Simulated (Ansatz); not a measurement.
Structures of ZnS3: which is lowest?

Plane-wave DFT in Ansatz with scalar-relativistic PAW potentials, cutoff 420 eV, Γ-centred meshes chosen by cell and gap, Gaussian smearing with energies taken to zero width. Every cell was relaxed (cell and atoms) in a run of its own, within the symmetry of its start. Functional: PBE.

Relaxed structures (starts from databases or built by putting these elements on another compound's sites):
A. Pm-3m, 4 atoms in the computed cell, a = 4.055 Å; sites (symmetry × multiplicity) Zn m-3m × 1, S 4/mm.m × 3; start: built
B. P6/mmm, 4 atoms in the computed cell, a = 4.585 Å, c = 4.571 Å; sites (symmetry × multiplicity) Zn 6/mmm × 1, S -6m2 × 2 + 6/mmm × 1; start: built

Problem. Rank them by energy. Could pressure change the order?

Solution.
```csv
structure,group,E − E(lowest) (meV/atom),V (Å³/atom),gap on mesh (eV)
B,P6/mmm,0.0,20.81,0.00
A,Pm-3m,127,16.67,0.00
```

B is lowest, 127 meV/atom under A. A is denser by 4.13 Å³/atom, so pressure favours it: ΔE/ΔV, with ΔE in eV and 1 eV/Å³ = 160.2 GPa, gives about 4.9 GPa for equal enthalpy if both cells were rigid, a rough figure since the two compress differently. Other structures may lie lower than all of these, and vibrations aren't counted.

Spin polarisation was left out, and a magnetic state may lie lower.